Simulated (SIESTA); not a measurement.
Crystal: CdS (Hawleyite).

```
Cd S
1.0
     0.00000    2.91650    2.91650
     2.91650    0.00000    2.91650
     2.91650    2.91650    0.00000
Cd S
1 1
Direct
  0.00000 0.00000 0.00000
  0.75000 0.75000 0.75000
```

Base run:

```yaml
Program: SIESTA 5.4.2
Functional: PBE
Potentials_or_basis: PseudoDojo 0.4 standard (PBE files)
Basis: DZP (energy shift 0.003 Ry; two zetas on semicore shells)
Grid_cutoff: 800 Ry
Energy_shift: 0.003 Ry
k_mesh: 8 × 8 × 8
Occupations: fermi-dirac, width 0.05 eV
Spin: no spin polarisation
```

Its results: band gap on the k mesh 1.36 eV, direct; pressure 3.2 GPa.

Problem. After a change of settings the same cell gave: band gap on the k mesh 1.26 eV, direct; pressure 0.9 GPa. Which change was it?
A. functional from PBE to LDA; potentials or basis from PseudoDojo 0.4 standard (PBE files) to PseudoDojo 0.4 standard (LDA files)
B. functional from PBE to vdW-DF-cx
C. potentials or basis from PseudoDojo 0.4 standard (PBE files) to SG15 1.2 (PBE files) or PseudoDojo by element
D. functional from PBE to BLYP

Solution. B.

Caveats: the basis of atomic orbitals isn't converged, which shifts pressures, moduli and gaps; the basis holds too few empty states to meet the f-sum rule, so the spectrum is short of weight at high energy (some runs); the potentials were made for another functional, which shifts forces and pressure (some runs).

Not every run made on this cell is shown here.
